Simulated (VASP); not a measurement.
# Hg (C2/m) in VASP: further runs

The runs below take Hg through single point, with r2SCAN.

Everything below comes from runs of VASP 6.6.1. Logs are shortened: lines on timing, memory, paths and dates and some standing lists are left out, and cuts for length are marked.

## (1) The structure

It takes space group C2/m (No. 12, monoclinic). Conventional cell: a = 4.249 Å, b = 5.345 Å, c = 3.583 Å, α = 90.00°, β = 126.18°, γ = 90.00°. Hg (site symmetry 2/m) has 8 Hg at 3.41 to 3.59 Å as nearest neighbours.

## (2) Single point, r2SCAN

The input, INCAR:

```
SYSTEM = Hg
PREC = Accurate
ENCUT = 220
EDIFF = 1E-6
ISMEAR = 0
SIGMA = 0.1
LREAL = .FALSE.
LASPH = .TRUE.
NELM = 100
ALGO = Normal
ISIF = 2
LWAVE = .FALSE.
LCHARG = .FALSE.
METAGGA = R2SCAN
LMIXTAU = .TRUE.
NBANDS = 12
ADDGRID = .FALSE.
```

The input, KPOINTS:

```
Automatic mesh
0
G
  8 8 8
  0 0 0
```

The input, POSCAR:

```
Hg
1.0
    2.1243184923     -2.6725824964      0.0000000000
    2.1243184923      2.6725824964      0.0000000000
   -2.1151288124      0.0000000000      2.8921990043
Hg
1
Direct
    0.0000000000      0.0000000000      0.0000000000
```

Potentials or basis: VASP PAW PBE potentials, release 64 (Hg).

On the command line:

```
$ cat potpaw_PBE.64/Hg/POTCAR > POTCAR
$ mpirun -np 1 vasp_std > vasp.out
```

OUTCAR:

```text
SYSTEM = Hg
   PREC = Accurate
   ENCUT = 220
   EDIFF = 1E-6
   ISMEAR = 0
   LREAL = .FALSE.
   LASPH = .TRUE.
   NELM = 100
   ISIF = 2
   METAGGA = R2SCAN

 Found    150 irreducible k-points:

 Following reciprocal coordinates:
            Coordinates               Weight
  0.000000  0.000000  0.000000      1.000000
  0.125000  0.000000  0.000000      4.000000
  0.250000  0.000000  0.000000      4.000000
  0.375000  0.000000  0.000000      4.000000
  0.500000  0.000000  0.000000      2.000000
  0.125000  0.125000  0.000000      2.000000
   k-points           NKPTS =    150   k-points in BZ     NKDIM =    150   number of bands    NBANDS=     12
   number of dos      NEDOS =    301   number of ions     NIONS =      1
   total plane-waves  NPLWV =   5832
   dimension x,y,z NGX =    18 NGY =   18 NGZ =   18
   dimension x,y,z NGXF=    36 NGYF=   36 NGZF=   36
   ions per type =               1
   NGX,Y,Z   is equivalent  to a cutoff of   8.77,  8.77,  8.35 a.u.
   NGXF,Y,Z  is equivalent  to a cutoff of  17.53, 17.53, 16.70 a.u.
 SYSTEM =  Hg
   PREC   = accura    normal or accurate (medium, high low for compatibility)
   ISTART =      0    job   : 0-new  1-cont  2-samecut
   ICHARG =      2    charge: 1-file 2-atom 10-const
   ISPIN  =      1    spin polarized calculation?
   LNONCOLLINEAR =      F non collinear calculations
   LSORBIT =      F    spin-orbit coupling
   LASPH  =      T    aspherical Exc in radial PAW
   ENCUT  =  220.0 eV  16.17 Ry    4.02 a.u.   4.13  4.13  4.33*2*pi/ulx,y,z
   NELM   =    100;   NELMIN=  2; NELMDL= -5     # of ELM steps
   EDIFF  = 0.1E-05   stopping-criterion for ELM
   LREAL  =      F    real-space projection
   EDIFFG = 0.1E-04   stopping-criterion for IOM
   NSW    =      0    number of steps for IOM
   IBRION =     -1    ionic relax: 0-MD 1-quasi-New 2-CG
   NFREE  =      0    steps in history (QN), initial steepest desc. (CG)
   ISIF   =      2    stress and relaxation
   ISYM   =      2    0-nonsym 1-usesym 2-fastsym
   POTIM  = 0.5000    time-step for ionic-motion
   TEBEG  =    0.0;   TEEND  =   0.0 temperature during run
   PSTRESS=    0.0 pullay stress
   NELECT =      12.0000    total number of electrons
   NUPDOWN=      -1.0000    fix difference up-down
   EMIN   =  10.00;   EMAX   =-10.00  energy-range for DOS
   EFERMI =   0.00;   METHOD = LEGACY
   ISMEAR =     0;   SIGMA  =   0.10  broadening in eV -4-tet -1-fermi 0-gaus
   EFERMI_NEDOS =   21; number of points for ismear=-14 and -15
   IALGO  =     38    algorithm
   IMIX   =      4    mixing-type and parameters
     AMIX     =   0.40;   BMIX     =  1.00
     AMIX_MAG =   1.60;   BMIX_MAG =  1.00
  volume/ion in A,a.u.               =      32.84       221.62
  Fermi-wavevector in a.u.,A,eV,Ry     =   1.170395  2.211725 18.637577  1.369823
  Thomas-Fermi vector in A             =   2.306854
   LORBIT       =      0    0 simple, 1 ext, 2 COOP (PROOUT), +10 PAW based schemes
   METAGGA = R2SCAN    functional components
   LHFCALC =     F    Hartree Fock is set to
   AEXX    =    0.0000 exact exchange contribution
   IVDW    =     0    specifies the selected vdW correction
   LEPSILON=     F    determine dielectric tensor
   LRPA    =     F    only Hartree local field effects (RPA)
 non-spin polarized calculation
 Gauss-broadening in eV      SIGMA  =   0.10
  energy-cutoff  :      220.00
  volume of cell :       32.84
 maximum number of plane-waves:       254
 NGX is ok and might be reduce to    18
   NGX =  9   NGY =  9   NGZ =  9

 number of electron      12.0000024 magnetization

 Free energy of the ion-electron system (eV)
  ---------------------------------------------------
  ext. energy  EPLUGINS =         0.00000000
  ---------------------------------------------------
  free energy    TOTEN  =       -49.30173522 eV

  energy without entropy =      -49.30093084  energy(sigma->0) =      -49.30133303

 E-fermi :   0.4060     XC(G=0):  -9.5780

 val. band max:        0.3806872286   @ k =  -0.3750   0.3750   0.5000
 cond. band min:       0.7812010756   @ k =  -0.1250   0.5000   0.1250
 fundamental gap:      0.4005138471
 Fermi energy:         0.4060186127

 k-point     1 :       0.0000    0.0000    0.0000
  band No.  band energies     occupation
      1      -6.4866      2.00000
      2      -6.3306      2.00000
      3      -6.1106      2.00000
      4      -6.0872      2.00000
      5      -5.7815      2.00000
      6      -5.6600      2.00000
      7      12.5972      0.00000
      8      12.8090      0.00000
      9      13.2470      0.00000
     10      14.6384      0.00000
     11      14.8821      0.00000
     12      17.0454      0.00000

 k-point     2 :       0.1250    0.0000    0.0000
  band No.  band energies     occupation
      1      -6.3477      2.00000
      2      -6.1544      2.00000
      3      -6.1141      2.00000
      4      -5.9830      2.00000
      5      -5.7923      2.00000
      6      -5.6765      2.00000
      7      10.1001      0.00000
      8      11.8161      0.00000
      9      12.6926      0.00000
     10      14.0588      0.00000
     11      14.7785      0.00000
     12      16.2224      0.00000

 k-point     3 :       0.2500    0.0000    0.0000
  band No.  band energies     occupation
      1      -6.3766      2.00000
      2      -6.2313      2.00000
      3      -5.8173      2.00000
      4      -5.8073      2.00000
      5      -5.7000      2.00000
      6      -5.0099      2.00000
      7       6.1496      0.00000
      8      10.2367      0.00000
      9      11.7463      0.00000
     10      13.3594      0.00000
     11      15.2816      0.00000
     12      15.5729      0.00000

 k-point     4 :       0.3750    0.0000    0.0000
  band No.  band energies     occupation
      1      -6.4593      2.00000
      2      -6.3284      2.00000
      3      -5.8237      2.00000
      4      -5.6962      2.00000
      5      -5.5279      2.00000
      6      -3.2987      2.00000
      7       2.5996      0.00000
      8       9.0149      0.00000
      9      10.9278      0.00000
     10      12.9381      0.00000
     11      14.9133      0.00000
     12      16.5944      0.00000

 k-point     5 :       0.5000    0.0000    0.0000
  band No.  band energies     occupation
      1      -6.5032      2.00000
      2      -6.3586      2.00000
      3      -5.8283      2.00000
      4      -5.6810      2.00000
      5      -5.4095      2.00000
      6      -1.6468      2.00000
      7       0.3286      1.72630
      8       8.5603      0.00000
      9      10.6209      0.00000
     10      12.8206      0.00000
     11      14.7947      0.00000
     12      17.1466      0.00000

 k-point     6 :       0.1250    0.1250    0.0000
  band No.  band energies     occupation
      1      -6.2705      2.00000
      2      -6.1770      2.00000
      3      -6.0280      2.00000
      4      -5.8357      2.00000
      5      -5.7246      2.00000
      6      -5.3441      2.00000
      7       7.9601      0.00000
      8       9.7344      0.00000
      9      10.9299      0.00000
     10      14.4907      0.00000
     11      14.5864      0.00000
     12      18.1684      0.00000

 [... further k-points ...]

------------------------ aborting loop because EDIFF is reached ----------------------------------------

  FORCE on cell =-STRESS in cart. coord.  units (eV):
  Direction    XX          YY          ZZ          XY          YZ          ZX
  --------------------------------------------------------------------------------------
  -------------------------------------------------------------------------------------
  Total       -1.3634263     -1.3199432     -1.4440322      0.0000000      0.0000000     -0.0021627
  in kB      -66.5171061    -64.3957083    -70.4496007      0.0000000      0.0000000     -0.1055123
  external PRESSURE =     -67.1208050 kB  Pullay stress =       0.0000000 kB

 VOLUME and BASIS-vectors are now :
 -----------------------------------------------------------------------------
  energy-cutoff  :      220.00
  volume of cell :       32.84
      direct lattice vectors                 reciprocal lattice vectors
     2.124318492 -2.672582496  0.000000000     0.235369603 -0.187084964  0.172130973
     2.124318492  2.672582496  0.000000000     0.235369603  0.187084964  0.172130973
    -2.115128812  0.000000000  2.892199004     0.000000000  0.000000000  0.345757674

 POSITION                                       TOTAL-FORCE (eV/Angst)
 -----------------------------------------------------------------------------------
      0.00000      0.00000      0.00000         0.000000      0.000000      0.000000
 -----------------------------------------------------------------------------------
    total drift:                                0.000000      0.000000      0.000000

  FREE ENERGIE OF THE ION-ELECTRON SYSTEM (eV)
  ---------------------------------------------------
  free  energy   TOTEN  =       -49.3017352227 eV

  energy  without entropy=      -49.3009308398  energy(sigma->0) =      -49.30133303
```

OSZICAR:

```text
N       E                     dE             d eps       ncg     rms          rms(c)
DAV:   1    -0.199665264753E+02   -0.19967E+02   -0.40242E+03  4256   0.453E+02
DAV:   2    -0.528967131624E+02   -0.32930E+02   -0.31809E+02  4244   0.144E+02
DAV:   3    -0.532541079938E+02   -0.35739E+00   -0.35728E+00  4072   0.151E+01
DAV:   4    -0.532543667307E+02   -0.25874E-03   -0.25873E-03  4140   0.409E-01
DAV:   5    -0.532543673424E+02   -0.61166E-06   -0.61166E-06  4040   0.196E-02    0.172E+00
DAV:   6    -0.492378502810E+02    0.40165E+01   -0.22116E+00  3636   0.158E+01    0.328E+00
DAV:   7    -0.492951223618E+02   -0.57272E-01   -0.65850E-02  4172   0.258E+00    0.183E+00
DAV:   8    -0.492781126543E+02    0.17010E-01   -0.67259E-02  3624   0.232E+00    0.276E-01
DAV:   9    -0.492411435402E+02    0.36969E-01   -0.61036E-02  3600   0.176E+00    0.224E-01
DAV:  10    -0.492363165439E+02    0.48270E-02   -0.97365E-04  3968   0.243E-01    0.310E-01
DAV:  11    -0.492873706930E+02   -0.51054E-01   -0.13188E-02  3604   0.848E-01    0.186E-01
DAV:  12    -0.493016938648E+02   -0.14323E-01   -0.58689E-03  3636   0.537E-01    0.172E-02
DAV:  13    -0.493017194764E+02   -0.25612E-04   -0.52043E-05  4016   0.602E-02    0.217E-02
DAV:  14    -0.493017360945E+02   -0.16618E-04   -0.76834E-06  3936   0.229E-02    0.133E-02
DAV:  15    -0.493017352227E+02    0.87181E-06   -0.64800E-06  3748   0.181E-02
   1 F= -.49301735E+02 E0= -.49301333E+02  d E =-.804383E-03
```

It took 70 s on 1 thread of Intel Xeon Platinum 8259CL at 2.50GHz (Skylake/Cascade Lake), shared host; peak memory 0.13 GiB.

The run converged, but a check on its numbers failed (symmetry, net force, bounds or a known fault of this set-up), so they aren't taken as properties of the crystal.

Caveat: the cutoff lies under the usual one of these potentials, so the numbers hold a large basis-set error; the PAW data sets were made with another functional, which shifts forces and pressure a little.

## (3) Single point, r2SCAN

INCAR: that of step 2 with these lines changed.

```diff
@@ -2,3 +2,3 @@
 PREC = Accurate
-ENCUT = 220
+ENCUT = 900
 EDIFF = 1E-6
```

The input, KPOINTS:

```
Automatic mesh
0
G
  4 4 4
  0 0 0
```

POSCAR is that of step 2.

Potentials or basis: VASP PAW PBE potentials, release 64 (Hg).

On the command line:

```
$ cat potpaw_PBE.64/Hg/POTCAR > POTCAR
$ mpirun -np 1 vasp_std > vasp.out
```

It took 66 s on 1 thread of Intel Xeon Platinum 8259CL at 2.50GHz (Skylake/Cascade Lake), shared host; peak memory 0.22 GiB.

These settings aren't checked as converged: the numbers below hold their error.

What came out:

| Quantity | Value |
| --- | --- |
| Free energy | -49.2996 eV |
| Pressure | -1.2 GPa |
| Band gap on the k mesh | none (metal or under the smearing width) |

Caveat: the k mesh is coarse (spacing up to 0.54 Å⁻¹), so the values aren't converged; the PAW data sets were made with another functional, which shifts forces and pressure a little.

## (4) Single point, r2SCAN

INCAR: that of step 3 with these lines changed.

```diff
@@ -2,3 +2,3 @@
 PREC = Accurate
-ENCUT = 900
+ENCUT = 340
 EDIFF = 1E-6
```

The input, KPOINTS:

```
Automatic mesh
0
G
  8 8 8
  0 0 0
```

POSCAR is that of step 3.

On the command line:

```
$ cat potpaw_PBE.64/Hg/POTCAR > POTCAR
$ mpirun -np 1 vasp_std > vasp.out
```

Wall time 90 s (1 thread of Intel Xeon Platinum 8259CL at 2.50GHz (Skylake/Cascade Lake), shared host); peak memory 0.16 GiB.

The run converged, but some of its settings lie outside the range that counts as converged, so its numbers aren't taken as properties of the crystal.

Results:

| Property | Result |
| --- | --- |
| Free energy | -49.3240 eV |
| Pressure | -2.2 GPa |
| Band gap on the k mesh | none (metal or under the smearing width) |

Caveat: the PAW data sets were made with another functional, which shifts forces and pressure a little.

## (5) For comparison

An earlier run on the cell as given: functional PBE; potentials or basis VASP PAW PBE potentials, release 64 (Hg); cutoff 520 eV; k mesh 9 × 9 × 9; occupations fermi-dirac, width 0.05 eV; no spin polarisation.

* Pressure: -0.5 GPa
* Band gap on the k mesh: none (metal or under the smearing width)
